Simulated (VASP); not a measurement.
# Bi (R-3m) in VASP: further runs, part 3 of 3

VASP 6.6.1.

### Step 4. Relaxation of cell and atoms, PBE+D3(BJ)

Input file INCAR:

```
ALGO = Normal
EDIFF = 1E-6
EDIFFG = -0.01
ENCUT = 600
GGA = PE
IBRION = 2
ISIF = 3
ISMEAR = 1
IVDW = 12
KPAR = 4
LASPH = True
LCHARG = False
LREAL = False
LWAVE = False
NELM = 80
NSW = 90
PREC = Accurate
SIGMA = 0.1
```

Input file KPOINTS:

```
k-points
0
Gamma
  10 10 10
```

Input file POSCAR:

```
Bi
1.0
    2.2675000000      1.3091417354      3.9380000000
   -2.2675000000      1.3091417354      3.9380000000
    0.0000000000     -2.6182834708      3.9380000000
Bi
2
Direct
    0.2340000000      0.2340000000      0.2340000000
    0.7660000000      0.7660000000      0.7660000000
```

Potentials or basis: VASP PAW PBE potentials, release 64 (Bi_d).

On the command line:

```sh
$ cat potpaw_PBE.64/Bi_d/POTCAR > POTCAR
$ mpirun -np 4 vasp_std > vasp.out
```

OUTCAR:

```text
EDIFF = 1E-6
   EDIFFG = -0.01
   ENCUT = 600
   GGA = PE
   IBRION = 2
   ISIF = 3
   ISMEAR = 1
   IVDW = 12
   LASPH = True
   LREAL = False
   NELM = 80
   NSW = 90
   PREC = Accurate
 IVDW          = 12

 ion  position               nearest neighbor table
   1  0.234  0.234  0.234-   2 3.06   2 3.06   2 3.06   2 3.52   2 3.52   2 3.52
   2  0.766  0.766  0.766-   1 3.06   1 3.06   1 3.06   1 3.52   1 3.52   1 3.52

  LATTYP: Found a trigonal (rhomboedric) cell.
 ALAT       =     4.7289800521
 COS(alpha) =     0.5401781303

  Lattice vectors:

 A1 = (   2.2675000000,   1.3091417354,   3.9380000000)
 A2 = (  -2.2675000000,   1.3091417354,   3.9380000000)
 A3 = (   0.0000000000,  -2.6182834708,   3.9380000000)

Analysis of symmetry for initial positions (statically):
=====================================================================
 Subroutine PRICEL returns:
 Original cell was already a primitive cell.

 Routine SETGRP: Setting up the symmetry group for a
 trigonal (rhombohedral) supercell.

 Subroutine GETGRP returns: Found 12 space group operations
 (whereof 12 operations were pure point group operations)
 out of a pool of 12 trial point group operations.

The static configuration has the point symmetry D_3d.

Analysis of symmetry for dynamics (positions and initial velocities):
=====================================================================
 Subroutine PRICEL returns:
 Original cell was already a primitive cell.

 Routine SETGRP: Setting up the symmetry group for a
[... 158 lines left out ...]

------------------------ aborting loop because EDIFF is reached ----------------------------------------

 Edisp (eV)   -0.91035

 E8    (eV) :    -0.4524
[... 105 lines left out ...]
  FREE ENERGIE OF THE ION-ELECTRON SYSTEM (eV)
  ---------------------------------------------------
  free  energy   TOTEN  =        -8.6700016049 eV

  energy  without entropy=       -8.6701856005  energy(sigma->0) =       -8.67006294

[... ionic steps 4 to 7 ...]

--------------------------------------- Ionic step        8  -------------------------------------------

 number of electron      30.0000004 magnetization

------------------------ aborting loop because EDIFF is reached ----------------------------------------
[... 75 lines left out ...]
--------------------------------------- Ionic step       10  -------------------------------------------

 number of electron      30.0000004 magnetization

 Free energy of the ion-electron system (eV)
  ---------------------------------------------------
  ext. energy  EPLUGINS =         0.00000000
  ---------------------------------------------------
  free energy    TOTEN  =        -7.74819985 eV

  energy without entropy =       -7.74835880  energy(sigma->0) =       -7.74825283

 E-fermi :   6.4801     XC(G=0):  -9.6283

 val. band max:        6.4661536291   @ k =  -0.4000   0.5000   0.4000
 cond. band min:       6.5781640022   @ k =   0.4000   0.1000   0.1000
 fundamental gap:      0.1120103731
 Fermi energy:         6.4800989553

 k-point     1 :       0.0000    0.0000    0.0000
  band No.  band energies     occupation
      1     -16.4092      2.00000
      2     -16.4092      2.00000
      3     -16.2556      2.00000
      4     -16.2556      2.00000
      5     -16.2462      2.00000
      6     -16.0685      2.00000
[... 505 lines left out ...]
      6     -16.1368      2.00000
[... 11 lines left out ...]
     18      10.7752      0.00000
     19      11.2108      0.00000

 [... further k-points ...]

------------------------ aborting loop because EDIFF is reached ----------------------------------------

 Edisp (eV)   -0.92445

 E8    (eV) :    -0.4593
[... 25 lines left out ...]
  FREE ENERGIE OF THE ION-ELECTRON SYSTEM (eV)
  ---------------------------------------------------
  free  energy   TOTEN  =        -8.6726454372 eV

  energy  without entropy=       -8.6728043845  energy(sigma->0) =       -8.67269842

 reached required accuracy - stopping structural energy minimisation
```

OSZICAR:

```text
N       E                     dE             d eps       ncg     rms          rms(c)
DAV:   1     0.305972341812E+03    0.30597E+03   -0.17857E+04  4408   0.208E+03
DAV:   2     0.173698277858E+02   -0.28860E+03   -0.28415E+03  4420   0.482E+02
[... 76 lines left out ...]
   9 F= -.86726551E+01 E0= -.86727089E+01  d E =-.624294E-03
       N       E                     dE             d eps       ncg     rms          rms(c)
DAV:   1    -0.774837717530E+01   -0.36388E-03   -0.19573E-02  4959   0.111E+00    0.804E-02
DAV:   2    -0.774828762667E+01    0.89549E-04   -0.95011E-04  6357   0.459E-01    0.502E-02
DAV:   3    -0.774819557067E+01    0.92056E-04   -0.16504E-04  6069   0.275E-01    0.476E-03
DAV:   4    -0.774820041113E+01   -0.48405E-05   -0.62648E-05  4669   0.110E-01    0.362E-03
DAV:   5    -0.774819985157E+01    0.55957E-06   -0.23978E-06  2449   0.216E-02
  10 F= -.86726454E+01 E0= -.86726984E+01  d E =-.614639E-03
```

CONTCAR:

```text
Bi
   1.00000000000000
     2.2662691085828355    1.3084310799089349    3.8835025734273572
    -2.2662691085828355    1.3084310799089349    3.8835025734273572
     0.0000000000000000   -2.6168621598178698    3.8835025734273572
  Bi
     2
Direct
     0.2371405791841997    0.2371405791841997    0.2371405791841997
     0.7628594208158004    0.7628594208158004    0.7628594208158004

  0.00000000E+00  0.00000000E+00  0.00000000E+00
  0.00000000E+00  0.00000000E+00  0.00000000E+00
```

It took 3.3 min on 4 MPI ranks of Intel Xeon 6975P-C (Granite Rapids), shared host; peak memory 0.38 GiB.

Results:

```
Free energy                            : -8.6726 eV
Relaxed volume                         : 34.55 Å³/atom
Relaxed cell                           : a = 4.683 Å, b = 4.683 Å, c = 4.683 Å, α = 57.89°, β = 57.89°, γ = 57.89°
Space group after relaxing (to 0.05 Å) : R-3m (No. 166)
Energy gained by relaxing              : 3.8 meV/atom
Ionic steps                            : 10
Pressure after relaxing                : 0.0 GPa
Largest force after relaxing           : 0.006 eV/Å
Band gap on the k mesh                 : none (metal or under the smearing width)
Dispersion energy per atom             : -0.462 eV
```

Forces on the atoms (eV/Å):
```
Bi   0.000  0.000 -0.006
Bi   0.000  0.000  0.006
```

The path:
| step | energy change (eV) | largest force (eV/Å) | pressure (GPa) | volume (Å³) |
| --- | --- | --- | --- | --- |
| 1 | 0.0000 | 0.2175 | 0.03 | 70.14 |
| 2 | -0.0035 | 0.1198 | -0.22 | 70.21 |
| 3 | -0.0050 | 0.0168 | -0.50 | 70.28 |
| 4 | -0.0070 | 0.0147 | -0.01 | 69.37 |
| 5 | -0.0070 | 0.0132 | 0.05 | 69.23 |
| 6 | -0.0070 | 0.0127 | 0.07 | 69.19 |
| 7 | -0.0073 | 0.0066 | 0.04 | 69.16 |
| 8 | -0.0076 | 0.0158 | -0.02 | 69.06 |
| 9 | -0.0076 | 0.0103 | 0.01 | 69.08 |
| 10 | -0.0076 | 0.0060 | 0.02 | 69.09 |

Final structure:
```
Bi
1.0
     2.26627    1.30843    3.88350
    -2.26627    1.30843    3.88350
     0.00000   -2.61686    3.88350
Bi
2
Direct
  0.23714 0.23714 0.23714
  0.76286 0.76286 0.76286
```

Levels at points of the mesh, in eV from the Fermi level:
| k point | band 12 | band 13 | band 14 | band 15 | band 16 | band 17 | band 18 | band 19 |
| --- | --- | --- | --- | --- | --- | --- | --- | --- |
| (0.00, 0.00, 0.00) | -7.35 | -1.45 | -1.18 | -1.18 | 2.81 | 3.11 | 3.11 | 5.57 |
| (0.50, 0.00, 0.00) | -10.57 | -1.07 | -0.94 | -0.20 | -0.19 | 0.43 | 0.84 | 7.79 |
| (0.50, 0.50, 0.00) | -9.36 | -4.78 | -3.05 | -2.92 | 2.53 | 5.08 | 5.43 | 7.00 |
| (0.50, 0.50, 0.50) | -10.09 | -0.75 | -0.46 | -0.46 | 0.57 | 0.57 | 0.62 | 7.35 |

Caveat: spin-orbit coupling is left out, which moves the levels of the heavy elements; pairwise dispersion overbinds metals, which lowers pressure and volume.

### Step 5. Relaxation of cell and atoms, PBE+D3(BJ)

This run uses another cell than the first one, of 34.55 Å³/atom, 0.985 times its volume.

INCAR, as its differences from that of step 4:

```diff
@@ -1,4 +1,4 @@
 ALGO = Normal
-EDIFF = 1E-6
-EDIFFG = -0.01
+EDIFF = 1E-7
+EDIFFG = -0.005
 ENCUT = 600
```

KPOINTS is that of step 4.

Input file POSCAR:

```
Bi                                      
1.0
    2.2662691086      1.3084310799      3.8835025734
   -2.2662691086      1.3084310799      3.8835025734
    0.0000000000     -2.6168621598      3.8835025734
  Bi            
     2
Direct
     0.2371405791841997    0.2371405791841997    0.2371405791841997
     0.7628594208158004    0.7628594208158004    0.7628594208158004
```

On the command line:

```sh
$ cat potpaw_PBE.64/Bi_d/POTCAR > POTCAR
$ mpirun -np 4 vasp_std > vasp.out
```

Wall time 75 s (4 MPI ranks of Intel Xeon 6975P-C (Granite Rapids), shared host); peak memory 0.36 GiB.

Results (log left out):

```yaml
Free_energy: -8.6725 eV
Relaxed_volume: 34.55 Å³/atom
Relaxed_cell: a = 4.680 Å, b = 4.680 Å, c = 4.680 Å, α = 57.97°, β = 57.97°, γ = 57.97°
Space_group_after_relaxing_to_0.05_Å: R-3m (No. 166)
Energy_gained_by_relaxing: 0.0 meV/atom
Ionic_steps: 3
Pressure_after_relaxing: 0.0 GPa
Band_gap_on_the_k_mesh: none (metal or under the smearing width)
Dispersion_energy_per_atom: -0.462 eV
```

Final structure:
```
CELL_PARAMETERS angstrom
2.26786 1.30935 3.87895
-2.26786 1.30935 3.87895
0.00000 -2.61870 3.87895
ATOMIC_POSITIONS crystal
Bi 0.23707 0.23707 0.23707
Bi 0.76293 0.76293 0.76293
```

Levels at points of the mesh, in eV from the Fermi level:
| k point | band 12 | band 13 | band 14 | band 15 | band 16 | band 17 | band 18 | band 19 |
| --- | --- | --- | --- | --- | --- | --- | --- | --- |
| (0.00, 0.00, 0.00) | -7.35 | -1.43 | -1.19 | -1.19 | 2.81 | 3.11 | 3.11 | 5.59 |
| (0.50, 0.00, 0.00) | -10.56 | -1.06 | -0.94 | -0.20 | -0.19 | 0.45 | 0.85 | 7.80 |
| (0.50, 0.50, 0.00) | -9.35 | -4.77 | -3.04 | -2.92 | 2.53 | 5.09 | 5.43 | 7.01 |
| (0.50, 0.50, 0.50) | -10.08 | -0.76 | -0.47 | -0.47 | 0.57 | 0.57 | 0.62 | 7.36 |

Caveat: spin-orbit coupling is left out, which moves the levels of the heavy elements; pairwise dispersion overbinds metals, which lowers pressure and volume.

### Step 6. Relaxation of cell and atoms, PBE+D3(BJ)

Input file INCAR:

```
SYSTEM = Bi
PREC = Accurate
ENCUT = 600
EDIFF = 1E-6
ISMEAR = 1
SIGMA = 0.1
LREAL = .FALSE.
LASPH = .TRUE.
NELM = 80
ALGO = Normal
ISIF = 3
LWAVE = .FALSE.
LCHARG = .FALSE.
GGA = PE
IVDW = 12
IBRION = 2
NSW = 90
EDIFFG = -0.01
```

Input file KPOINTS:

```
regular mesh
0
G
  10 10 10
  0 0 0
```

Input file POSCAR:

```
Bi
1.0
    2.2675000000      1.3091417354      3.9380000000
   -2.2675000000      1.3091417354      3.9380000000
    0.0000000000     -2.6182834708      3.9380000000
Bi
2
Direct
    0.2340000000      0.2340000000      0.2340000000
    0.7660000000      0.7660000000      0.7660000000
```

Potentials or basis: VASP PAW PBE potentials, release 64 (Bi_d).

On the command line:

```sh
$ cat potpaw_PBE.64/Bi_d/POTCAR > POTCAR
$ mpirun -np 1 vasp_std > vasp.out
```

Wall time 6.3 min (1 thread of Intel Xeon 6975P-C (Granite Rapids), shared host); peak memory 0.36 GiB.

The run converged. Its results:

```
Free energy                            : -8.6726 eV
Relaxed volume                         : 34.55 Å³/atom
Relaxed cell                           : a = 4.683 Å, b = 4.683 Å, c = 4.683 Å, α = 57.89°, β = 57.89°, γ = 57.89°
Space group after relaxing (to 0.05 Å) : R-3m (No. 166)
Energy gained by relaxing              : 3.8 meV/atom
Ionic steps                            : 10
Pressure after relaxing                : 0.0 GPa
Largest force after relaxing           : 0.006 eV/Å
Band gap on the k mesh                 : none (metal or under the smearing width)
Dispersion energy per atom             : -0.462 eV
```

Forces in eV/Å, atoms in the order of the input:
```
Bi   0.000  0.000 -0.006
Bi   0.000  0.000  0.006
```

Step by step:
| step | energy change (eV) | largest force (eV/Å) | pressure (GPa) | volume (Å³) |
| --- | --- | --- | --- | --- |
| 1 | 0.0000 | 0.2175 | 0.03 | 70.14 |
| 2 | -0.0035 | 0.1198 | -0.22 | 70.21 |
| 3 | -0.0050 | 0.0168 | -0.50 | 70.28 |
| 4 | -0.0070 | 0.0147 | -0.01 | 69.37 |
| 5 | -0.0070 | 0.0132 | 0.05 | 69.23 |
| 6 | -0.0070 | 0.0127 | 0.07 | 69.19 |
| 7 | -0.0073 | 0.0066 | 0.04 | 69.16 |
| 8 | -0.0076 | 0.0158 | -0.02 | 69.06 |
| 9 | -0.0076 | 0.0103 | 0.01 | 69.08 |
| 10 | -0.0076 | 0.0060 | 0.02 | 69.09 |

Final structure:
```xyz
2
Lattice="2.2663 1.3084 3.8835 -2.2663 1.3084 3.8835 0.0000 -2.6169 3.8835" Properties=species:S:1:pos:R:3 pbc="T T T"
Bi    0.0000    0.0000    2.7628
Bi    0.0000    0.0000    8.8877
```

Levels at points of the mesh, in eV from the Fermi level:
```
           k point  band 12  band 13  band 14  band 15  band 16  band 17  band 18  band 19
(0.00, 0.00, 0.00)    -7.35    -1.45    -1.18    -1.18     2.81     3.11     3.11     5.57
(0.50, 0.00, 0.00)   -10.57    -1.07    -0.94    -0.20    -0.19     0.43     0.84     7.79
(0.50, 0.50, 0.00)    -9.36    -4.78    -3.05    -2.92     2.53     5.08     5.43     7.00
(0.50, 0.50, 0.50)   -10.09    -0.75    -0.46    -0.46     0.57     0.57     0.62     7.35
```

Caveat: spin-orbit coupling is left out, which moves the levels of the heavy elements; pairwise dispersion overbinds metals, which lowers pressure and volume.
